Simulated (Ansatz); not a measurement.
# Sn (I4/mmm) in Ansatz: a series of runs

One crystal, Sn, is run at these levels: PBE, PBEsol; tasks: elastic constants, phonons.

Program: Ansatz 0.2.0. These are calculated values, not measurements. Logs are shortened: lines on timing, memory, paths and dates and some standing lists are left out, and cuts for length are marked.

### Step 1. The structure

The structure is tetragonal, space group I4/mmm (No. 139). The conventional cell has a = 4.058 Å, b = 4.058 Å, c = 3.322 Å, α = 90.00°, β = 90.00°, γ = 90.00°. Sn (site symmetry 4/mmm) has 10 Sn at 3.32 Å as nearest neighbours.

This isn't the form of Sn at room conditions, which is tetragonal (white tin).

### Step 2. Elastic constants, PBE

input.yaml reads:

```yaml
crystal:
  lattice:
    - [-2.029189411, 2.029189411, 1.6607599896]
    - [2.029189411, -2.029189411, 1.6607599896]
    - [2.029189411, 2.029189411, -1.6607599896]
  atoms:
    - { symbol: Sn, position: [0.0, 0.0, 0.0] }
hamiltonian:
  xc: pbe
  pseudopotentials: { kind: paw }
kpoints:
  mp_grid: { grid: [7, 7, 7] }
scf:
  occupations: { method: fermi_dirac, width: 0.05 }
output:
  forces: true
  stress: true
elastic:
  mode: relaxed_ion
  stencil: two_point
```

Potentials or basis: Ansatz PAW.

Started as:

```sh
ansatz run input.yaml --threads 2 --pin off --max-ram 5632MiB --backend cpu --events-out ev --progress --plain --runs-dir out
```

The program printed:

```text
Warning: RAYON_NUM_THREADS=2 ignored (pool sized by the plan → 2); use --threads N
Engine: ansatz 0.2.0, x86_64-unknown-linux-gnu
Pseudopotentials: kind: paw
Pseudopotential: Sn, paw, valence charge 14, recommended cutoff 420 eV (normal), Sn.paw.azcp
Functional definition: PBE
  parameter kappa = 0.804
  parameter beta = 0.06672455060314922
  exchange = pbe_x(kappa = kappa, mu = beta*pi^2/3)
  correlation = pbe_c(beta = beta)
Crystal: 1 atoms, lattice volume = 27.353 Å³
Basis set: ecut = 420 eV, 545 PW (Γ), exchange–correlation on 48×48×48 points (8 copies of the dense FFT grid, shifted against one another)
Bands: 11, of which v1, the nominal top of the filled ones, is band 7 counted from 1 (6 counted from 0)
Symmetry: 16 space group operations
Space group: I4/mmm (ITA 139), of the structure as read, at distance tolerance 3.0e-5 Å
k-points: 40 of 343
Non-local potential: Sn, projectors of the file, l = 0: 2, l = 1: 2, l = 2: 2, l = 3: 2
PAW form: soft (Blöchl's): semilocal exchange-correlation on the pseudo side does not see the compensation charge
PAW one-centre angular grid: Sn, 590 points (default); XC on 64 Gauss nodes
Initial density: superposition of atomic densities (neutral atoms: chi_scale 0, normalization atom), corrected by the library's trained network
Initial wavefunctions: pseudopotential atomic-orbital guess
Functional: x = pbe(κ = 0.804, μ = 0.2195149727645171), c = pbe(β = 0.06672455060314922)
SCF iter   1: F=—  HF=-6024.163870 eV  |F-HF|=—  |Δ(HF+E_count)|=         —  Δρ=1.05e-3  dr2=2.83e-4  ethr=1.77e-3  ⟨swp⟩=5.8  Hψ=2625  notcnv=0
preconditioner: auto → none  [insulator: Δε(μ)=0.205 eV  Ē_g=23.168 eV  σ=0.050 eV  W_gap=0.52  n_scr=4 (ndim 8)  ℏωp=26.6 eV  f_vac=0.000  D(μ)=0.54/eV (n_scr^D=0)  ε∞_Penn≈2.3]
SCF iter   2: F=—  HF=-6024.163403 eV  |F-HF|=—  |Δ(HF+E_count)|=   4.67e-4  Δρ=8.82e-4  dr2=8.91e-5  ethr=2.02e-6  ⟨swp⟩=2.0  Hψ=1010  notcnv=0
SCF iter   3: F=—  HF=-6024.163397 eV  |F-HF|=—  |Δ(HF+E_count)|=   6.14e-6  Δρ=2.91e-4  dr2=1.05e-5  ethr=6.37e-7  ⟨swp⟩=2.8  Hψ=770  notcnv=0
SCF iter   4: F=—  HF=-6024.163402 eV  |F-HF|=—  |Δ(HF+E_count)|=   4.87e-6  Δρ=4.67e-5  dr2=4.59e-7  ethr=7.50e-8  ⟨swp⟩=2.3  Hψ=653  notcnv=0
SCF iter   5: F=—  HF=-6024.163403 eV  |F-HF|=—  |Δ(HF+E_count)|=   1.15e-6  Δρ=6.76e-6  dr2=6.35e-9  ethr=3.28e-9  ⟨swp⟩=2.0  Hψ=710  notcnv=0
SCF iter   6: F=—  HF=-6024.163403 eV  |F-HF|=—  |Δ(HF+E_count)|=   3.76e-9  Δρ=1.99e-7  dr2=6.55e-12  ethr=4.53e-11  ⟨swp⟩=2.0  Hψ=711  notcnv=0
SCF iter   7: F=—  HF=-6024.163403 eV  |F-HF|=—  |Δ(HF+E_count)|=  9.09e-13  Δρ=1.32e-7  dr2=3.14e-12  ethr=4.68e-14 (applied; sched 1.00e-12)  ⟨swp⟩=2.0  Hψ=715  notcnv=0  defer=8
SCF iter   8: F=—  HF=-6024.163403 eV  |F-HF|=—  |Δ(HF+E_count)|=  2.73e-12  Δρ=3.78e-8  dr2=3.05e-13  ethr=2.24e-14 (applied; sched 1.00e-12)  ⟨swp⟩=2.0  Hψ=683  notcnv=0  defer=8
SCF iter   9: F=-6024.163403 eV  HF=-6024.163403 eV  |F-HF|=4.55e-12  |Δ(HF+E_count)|=  3.64e-12  Δρ=1.08e-8  dr2=2.28e-14  ethr=1.00e-12  ⟨swp⟩=5.0  Hψ=1433  notcnv=0
SCF 1 converged in 9 iterations: F = -6024.163403 eV  dr2 = 2.28e-14
Crystal: 1 atoms, lattice volume = 27.299 Å³
Basis set: ecut = 420 eV, 537 PW (Γ), exchange–correlation on 48×48×48 points (8 copies of the dense FFT grid, shifted against one another)
Symmetry: 8 space group operations
k-points: 64 of 343
Initial density: handed on by an earlier stage of this run
Initial wavefunctions: those handed on with the density
iter 1 solved again at ethr=5.63e-9 eV; its pass at ethr=3.10e-3 eV (dr2=7.88e-7 eV) is discarded
SCF iter   1: F=—  HF=-6024.163071 eV  |F-HF|=—  |Δ(HF+E_count)|=         —  Δρ=4.07e-5  dr2=3.70e-7  ethr=5.63e-9  ⟨swp⟩=3.0  Hψ=6225  notcnv=0  defer=7
preconditioner: auto → none  [metal: Δε(μ)=0.199 eV  Ē_g=23.161 eV  σ=0.050 eV  W_gap=0.50  n_scr=4 (ndim 8)  ℏωp=26.6 eV  f_vac=0.000  D(μ)=0.53/eV (n_scr^D=0)]
SCF iter   2: F=—  HF=-6024.163071 eV  |F-HF|=—  |Δ(HF+E_count)|=   1.93e-7  Δρ=2.14e-5  dr2=8.30e-8  ethr=2.65e-9  ⟨swp⟩=2.0  Hψ=1019  notcnv=0  defer=7
SCF iter   3: F=—  HF=-6024.163071 eV  |F-HF|=—  |Δ(HF+E_count)|=   3.13e-8  Δρ=3.25e-6  dr2=2.59e-9  ethr=5.93e-10  ⟨swp⟩=1.4  Hψ=752  notcnv=0  defer=7
SCF iter   4: F=—  HF=-6024.163071 eV  |F-HF|=—  |Δ(HF+E_count)|=  4.48e-10  Δρ=3.56e-7  dr2=3.27e-11  ethr=1.85e-11  ⟨swp⟩=2.0  Hψ=1136  notcnv=0  defer=7
SCF iter   5: F=—  HF=-6024.163071 eV  |F-HF|=—  |Δ(HF+E_count)|=  6.37e-12  Δρ=3.69e-8  dr2=1.48e-13  ethr=2.34e-13 (applied; sched 1.00e-12)  ⟨swp⟩=2.0  Hψ=819  notcnv=0  defer=12
SCF iter   6: F=-6024.163071 eV  HF=-6024.163071 eV  |F-HF|=0.00e0  |Δ(HF+E_count)|=  1.82e-12  Δρ=3.41e-9  dr2=1.05e-15  ethr=1.00e-12  ⟨swp⟩=4.1  Hψ=1993  notcnv=0
SCF 2 converged in 6 iterations: F = -6024.163071 eV  dr2 = 1.05e-15
Crystal: 1 atoms, lattice volume = 27.408 Å³
iter 1 solved again at ethr=1.90e-11 eV; its pass at ethr=3.10e-3 eV (dr2=2.66e-9 eV) is discarded
SCF iter   1: F=—  HF=-6024.163701 eV  |F-HF|=—  |Δ(HF+E_count)|=         —  Δρ=3.76e-6  dr2=2.62e-9  ethr=1.90e-11  ⟨swp⟩=2.6  Hψ=5887  notcnv=0  defer=5
preconditioner: auto → none  [insulator: Δε(μ)=0.208 eV  Ē_g=23.142 eV  σ=0.050 eV  W_gap=0.54  n_scr=4 (ndim 8)  ℏωp=26.5 eV  f_vac=0.000  D(μ)=0.54/eV (n_scr^D=0)  ε∞_Penn≈2.3]
SCF iter   2: F=—  HF=-6024.163700 eV  |F-HF|=—  |Δ(HF+E_count)|=   2.29e-7  Δρ=1.92e-6  dr2=6.79e-10  ethr=1.87e-11  ⟨swp⟩=1.0  Hψ=692  notcnv=0  defer=5
SCF iter   3: F=—  HF=-6024.163700 eV  |F-HF|=—  |Δ(HF+E_count)|=  2.55e-10  Δρ=1.06e-7  dr2=2.01e-12  ethr=4.85e-12  ⟨swp⟩=1.0  Hψ=694  notcnv=0  defer=5
SCF iter   4: F=-6024.163700 eV  HF=-6024.163700 eV  |F-HF|=2.73e-12  |Δ(HF+E_count)|=  2.73e-12  Δρ=2.24e-8  dr2=9.45e-14  ethr=1.00e-12  ⟨swp⟩=5.0  Hψ=2422  notcnv=0
SCF 3 converged in 4 iterations: F = -6024.163700 eV  dr2 = 9.45e-14
Basis set: ecut = 420 eV, 529 PW (Γ), exchange–correlation on 48×48×48 points (8 copies of the dense FFT grid, shifted against one another)
iter 1 solved again at ethr=4.88e-9 eV; its pass at ethr=3.10e-3 eV (dr2=6.83e-7 eV) is discarded
SCF iter   1: F=—  HF=-6024.162321 eV  |F-HF|=—  |Δ(HF+E_count)|=         —  Δρ=4.08e-5  dr2=5.52e-7  ethr=4.88e-9  ⟨swp⟩=3.0  Hψ=3897  notcnv=0  defer=2
preconditioner: auto → none  [insulator: Δε(μ)=0.200 eV  Ē_g=23.162 eV  σ=0.050 eV  W_gap=0.54  n_scr=4 (ndim 8)  ℏωp=26.6 eV  f_vac=0.000  D(μ)=0.53/eV (n_scr^D=0)  ε∞_Penn≈2.3]
SCF iter   2: F=—  HF=-6024.162321 eV  |F-HF|=—  |Δ(HF+E_count)|=   2.57e-7  Δρ=1.92e-5  dr2=1.06e-7  ethr=3.95e-9  ⟨swp⟩=1.0  Hψ=432  notcnv=0  defer=2
[... 26 lines left out ...]
SCF iter   2: F=—  HF=-6024.163399 eV  |F-HF|=—  |Δ(HF+E_count)|=   2.30e-7  Δρ=6.68e-7  dr2=3.44e-11  ethr=1.26e-12  ⟨swp⟩=2.0  Hψ=1697  notcnv=0  defer=10
SCF iter   3: F=—  HF=-6024.163399 eV  |F-HF|=—  |Δ(HF+E_count)|=  1.20e-10  Δρ=1.44e-7  dr2=1.28e-12  ethr=2.46e-13 (applied; sched 1.00e-12)  ⟨swp⟩=2.0  Hψ=1281  notcnv=0  defer=16
SCF iter   4: F=-6024.163399 eV  HF=-6024.163399 eV  |F-HF|=1.82e-12  |Δ(HF+E_count)|=  6.37e-12  Δρ=1.83e-8  dr2=3.80e-14  ethr=1.00e-12  ⟨swp⟩=3.0  Hψ=4191  notcnv=0
SCF 7 converged in 4 iterations: F = -6024.163399 eV  dr2 = 3.80e-14
iter 1 solved again at ethr=2.19e-9 eV; its pass at ethr=3.10e-3 eV (dr2=3.07e-7 eV) is discarded
SCF iter   1: F=—  HF=-6024.163386 eV  |F-HF|=—  |Δ(HF+E_count)|=         —  Δρ=3.96e-5  dr2=7.38e-7  ethr=2.19e-9  ⟨swp⟩=3.0  Hψ=6318  notcnv=0  defer=3
preconditioner: auto → none  [metal: Δε(μ)=0.193 eV  Ē_g=23.152 eV  σ=0.050 eV  W_gap=0.48  n_scr=4 (ndim 8)  ℏωp=26.6 eV  f_vac=0.000  D(μ)=0.53/eV (n_scr^D=0)]
SCF iter   2: F=—  HF=-6024.163385 eV  |F-HF|=—  |Δ(HF+E_count)|=   4.53e-7  Δρ=1.34e-5  dr2=7.37e-8  ethr=2.19e-9  ⟨swp⟩=2.0  Hψ=801  notcnv=0  defer=3
SCF iter   3: F=—  HF=-6024.163385 eV  |F-HF|=—  |Δ(HF+E_count)|=   1.59e-8  Δρ=2.05e-6  dr2=5.01e-10  ethr=5.26e-10  ⟨swp⟩=2.0  Hψ=814  notcnv=0  defer=3
SCF iter   4: F=—  HF=-6024.163385 eV  |F-HF|=—  |Δ(HF+E_count)|=  6.88e-10  Δρ=4.18e-8  dr2=3.42e-13  ethr=3.58e-12  ⟨swp⟩=2.4  Hψ=1112  notcnv=0  defer=3
SCF iter   5: F=-6024.163385 eV  HF=-6024.163385 eV  |F-HF|=3.64e-12  |Δ(HF+E_count)|=  3.64e-12  Δρ=1.58e-8  dr2=5.51e-14  ethr=1.00e-12  ⟨swp⟩=4.9  Hψ=2331  notcnv=0
SCF 8 converged in 5 iterations: F = -6024.163385 eV  dr2 = 5.51e-14
iter 1 solved again at ethr=1.00e-12 eV; its pass at ethr=3.10e-3 eV (dr2=8.54e-11 eV) is discarded
SCF iter   1: F=—  HF=-6024.163385 eV  |F-HF|=—  |Δ(HF+E_count)|=         —  Δρ=9.93e-7  dr2=9.61e-11  ethr=1.00e-12  ⟨swp⟩=2.7  Hψ=6081  notcnv=0  defer=5
SCF iter   2: F=—  HF=-6024.163385 eV  |F-HF|=—  |Δ(HF+E_count)|=   2.30e-7  Δρ=4.96e-7  dr2=1.47e-11  ethr=6.86e-13 (applied; sched 1.00e-12)  ⟨swp⟩=2.1  Hψ=1060  notcnv=0  defer=8
SCF iter   3: F=—  HF=-6024.163385 eV  |F-HF|=—  |Δ(HF+E_count)|=  9.55e-11  Δρ=1.16e-7  dr2=6.45e-13  ethr=1.05e-13 (applied; sched 1.00e-12)  ⟨swp⟩=2.0  Hψ=821  notcnv=0  defer=11
SCF iter   4: F=-6024.163385 eV  HF=-6024.163385 eV  |F-HF|=4.55e-12  |Δ(HF+E_count)|=  1.82e-12  Δρ=1.28e-8  dr2=1.63e-14  ethr=1.00e-12  ⟨swp⟩=4.5  Hψ=2298  notcnv=0
SCF 9 converged in 4 iterations: F = -6024.163385 eV  dr2 = 1.63e-14
SCF converged after 9 iterations
Free energy (F): -6024.163403 eV
Harris-Foulkes:  -6024.163403 eV  (|F-HF|=4.55e-12)
Internal energy: -6024.159268 eV  (E = F + TS)
E sigma→0 (E₀):  -6024.161336 eV
Entropy (-TS):   -0.004135 eV (-4.135 meV/atom)
Fermi energy:    10.793652 eV
--- Per-component energies (eV) ---
  E_band       = -82.021552
  E_kinetic    = 186.080914
  E_local      = -832.261687  (includes V_loc(G=0)·N_el)
  E_nonlocal   = -32.721088
  E_hartree    = 522.935972
  E_xc         = -383.025126
  E_vxc        = -96.469813  (∫ρ·V_xc dr)
  E_paw        = -4134.610279  (= ΣΔE_a)
  E_vpaw       = -352.521814  (= ΣTr[D̂ρ^β])
  E_aug_tail   = -0.000000  (compensation charges beyond the density's cutoff)
  E_ewald      = -1350.557974
  E_smearing   = -0.004135  (= −TS)
  E_closure    = -0.000000  (closes the sum)
  Σ components = -6024.163403   (vs F -6024.163403, Δ=0.00e0)
--- Forces (eV/Å), atoms counted from 1 ---
  atom   1  Sn     0.00000000     0.00000000     0.00000000
  max |Σ_I F_I| component: 3.94e-31 eV/Å
--- Stress (GPa, compression-positive) ---
        0.922389       0.000000       0.000000
        0.000000       0.922389      -0.000000
        0.000000      -0.000000       3.091090
  P = ⅓ Tr σ = 1.6453 GPa (16.453 kbar)
--- Band table (eV; the first three rows and the last of 40) ---
  k-point 0: bands = ["-10.8016", "-10.7293", "-10.7293", "-10.7283", "-10.6108", "-0.2975", "17.5126", "17.5126", "20.0775", "20.9752", "22.1287"]
  k-point 1: bands = ["-10.7821", "-10.7363", "-10.7339", "-10.7000", "-10.6192", "0.0855", "14.1964", "17.7796", "19.0340", "21.7354", "22.3340"]
  k-point 2: bands = ["-10.7616", "-10.7440", "-10.7322", "-10.6378", "-10.6334", "1.2250", "10.0742", "17.5282", "18.3066", "21.5032", "21.7262"]
  k-point 39: bands = ["-10.8337", "-10.7611", "-10.5942", "-10.5930", "-10.5660", "6.1528", "9.4018", "9.9333", "13.4809", "14.7285", "17.0045"]
--- Elastic constants: 4 strain directions × 2 members + reference (group order 16) ---
  dense FFT box of the reference and of every strained cell: 24×24×24
  strains applied: 11, 33, 23, 12; error gains: componentwise 1.00 (the most a stress slope's error grows in a printed constant), spectral 1.41 (1 for all six strains in a standard setting)
  C = ∂σ_k/∂η_j (tension-positive GPa; Voigt order 11 22 33 23 13 12):
        56.133     26.409     63.313      0.000      0.000      0.000
        26.409     56.133     63.313      0.000      0.000      0.000
        65.634     65.634     75.607      0.000      0.000      0.000
         0.000      0.000      0.000     18.178      0.000      0.000
        -0.000     -0.000      0.000      0.000     18.178     -0.000
         0.000      0.000      0.000      0.000      0.000     54.873
  reference stress σ⁰ (GPa):     -0.922     -0.922     -3.091      0.000     -0.000     -0.000
  C* (energy form; C + prestress term) asymmetry max|C*_kj − C*_jk| = 1.523e-1 GPa — a small one proves nothing (zero by symmetry where the batch's group is 432, −43m or m−3m); a large one is finite-difference/SCF noise where every solve meets its electron count
  moduli (Voigt/Reuss/Hill, GPa): K = 55.40/85.88/70.64   G = 20.41/142.10/81.26   E = 176.21   ν = 0.084
  mechanically stable: NO (min eigenvalue of sym C = -12.17 GPa)
  strain η (Voigt 11):  stress-route row diagonal C_11 = 56.13 GPa, energy-path curvature d²(F+E_count+ΔE)/dδ²/Ω₀ = 56.23 GPa
         δ    σ_11 (GPa)             F (eV)   n_scf  n_hpsi   n_pw
    -2.000e-3      -1.0311       -6024.1630706       6   13082    549   relax 0 steps, max|allowed force component| 0.00e0 eV/Å
     2.000e-3      -0.8066       -6024.1637003       4   10843    549   relax 0 steps, max|allowed force component| 0.00e0 eV/Å
  strain η (Voigt 33):  stress-route row diagonal C_33 = 75.61 GPa, energy-path curvature d²(F+E_count+ΔE)/dδ²/Ω₀ = 75.56 GPa
         δ    σ_33 (GPa)             F (eV)   n_scf  n_hpsi   n_pw
    -2.000e-3      -3.2467       -6024.1623213       6    8205    549   relax 0 steps, max|allowed force component| 0.00e0 eV/Å
     2.000e-3      -2.9442       -6024.1644361       4    6857    549   relax 0 steps, max|allowed force component| 0.00e0 eV/Å
  strain η (Voigt 23):  stress-route row diagonal C_44 = 18.18 GPa, energy-path curvature d²(F+E_count+ΔE)/dδ²/Ω₀ = 19.17 GPa
         δ    σ_23 (GPa)             F (eV)   n_scf  n_hpsi   n_pw
    -2.000e-3      -0.0364       -6024.1633991       6   20596    549   relax 0 steps, max|allowed force component| 0.00e0 eV/Å
     2.000e-3       0.0364       -6024.1633991       4   18348    549   relax 0 steps, max|allowed force component| 0.00e0 eV/Å
  strain η (Voigt 12):  stress-route row diagonal C_66 = 54.87 GPa, energy-path curvature d²(F+E_count+ΔE)/dδ²/Ω₀ = 55.30 GPa
         δ    σ_12 (GPa)             F (eV)   n_scf  n_hpsi   n_pw
    -2.000e-3      -0.1097       -6024.1633850       5   12516    549   relax 0 steps, max|allowed force component| 0.00e0 eV/Å
     2.000e-3       0.1097       -6024.1633850       4   11396    549   relax 0 steps, max|allowed force component| 0.00e0 eV/Å
```

It took 2.9 s on 2 threads of Intel Xeon 6975P-C (Granite Rapids), shared host; peak memory 0.38 GiB.

What came out:

* Free energy: -6024.1634 eV
* Pressure: 1.6 GPa
* Band gap on the k mesh: none (metal or under the smearing width)
* Voigt bulk modulus: 55 GPa

Levels at points of the mesh, in eV from the Fermi level:
```csv
k point,band 4,band 5,band 6,band 7,band 8,band 9,band 10,band 11
"(0.00, 0.00, 0.00)",-21.52,-21.40,-11.09,6.72,6.72,9.28,10.18,11.34
```

Elastic tensor in Voigt notation (GPa, in the Cartesian axes of the cell as first typed):
```
56 26 63  0  0  0
26 56 63  0  0  0
66 66 76  0  0  0
 0  0  0 18  0  0
 0  0  0  0 18  0
 0  0  0  0  0 55
```

Caveat: the elastic tensor has a negative eigenvalue, so either the cell is unstable as it stands or the mesh is too thin.

(Part 1 of 2 ends here.)
